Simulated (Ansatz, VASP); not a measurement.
## SnTe: VASP beside Ansatz

```
Sn Te
1.0
     4.39384    0.00000    0.00000
    -2.19692    3.80518    0.00000
     0.00000    0.00000    7.87041
Sn Te
2 2
Cartesian
  0.0000 0.0000 0.0000
  0.0000 0.0000 3.9352
  0.0000 2.5368 1.9676
  2.1969 1.2684 5.9028
```

Alike in both runs: task single point; functional PBE; k mesh 6 × 6 × 2; occupations gaussian, width 0.001 eV; no spin polarisation.

|  | VASP | Ansatz |
| --- | --- | --- |
| version | VASP 6.6.1 | Ansatz 0.2.0 |
| potentials or method | VASP PAW PBE potentials, release 64 (Sn_d, Te) | plane waves |
| plane-wave cutoff (eV) | 520 | 420 |
| valence electrons in the cell | 40 | 60 |

```tsv
	VASP	Ansatz	Ansatz less VASP
pressure (GPa)	0.8	0.8	+0.03
largest component of the traceless stress (GPa)	0.23	0.23	+0.002
```

The functional is the same, so the differences come from potentials, cutoffs and numerics. The two sets of potentials don't hold the same shells in valence.

Caveats: the k mesh is coarse (spacing up to 0.40 Å⁻¹), so the values aren't converged. The runs have no spin-orbit coupling, so splittings on Te are missing.
